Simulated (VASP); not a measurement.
## Pb: single point with r2SCAN

The system is Pb.

```xyz
2
Lattice="3.5139 0.0000 0.0000 -1.7570 3.0431 0.0000 0.0000 0.0000 5.7970" Properties=species:S:1:pos:R:3 pbc="T T T"
Pb    0.0000    2.0288    1.4492
Pb    1.7570    1.0144    4.3477
```

This isn't the form of Pb at room conditions, which is fcc.

```
Program                : VASP 6.6.1
Task                   : single point
Functional             : r2SCAN
Potentials or basis    : VASP PAW PBE potentials, release 64 (Pb_d)
Cutoff                 : 520 eV
k mesh                 : 15 × 15 × 8
Occupations            : gaussian, width 0.1 eV
Spin                   : no spin polarisation
Dipole correction      : no
Further INCAR settings : ALGO = Normal; EDIFF = 1e-06; NBANDS = 21
```

The pressure is 0.0 GPa and the band gap on the k mesh is none (metal or under the smearing width).

Levels at points of the mesh, in eV from the Fermi level:
```
           k point  band 12  band 13  band 14  band 15  band 16  band 17
(0.00, 0.00, 0.00)    -8.52    -4.25     5.81     5.81     7.52     7.59
(0.00, 0.00, 0.50)   -10.90     0.70     0.70     6.66     6.66     6.66
```

Run time: 5.6 min on 1 thread of Intel(R) Xeon(R) Platinum 8488C (Sapphire Rapids) (shared host), peak memory 0.29 GiB.

Caveat: the PAW data sets were made with another functional, which shifts forces and pressure a little. The run has no spin-orbit coupling, so splittings on Pb are missing.
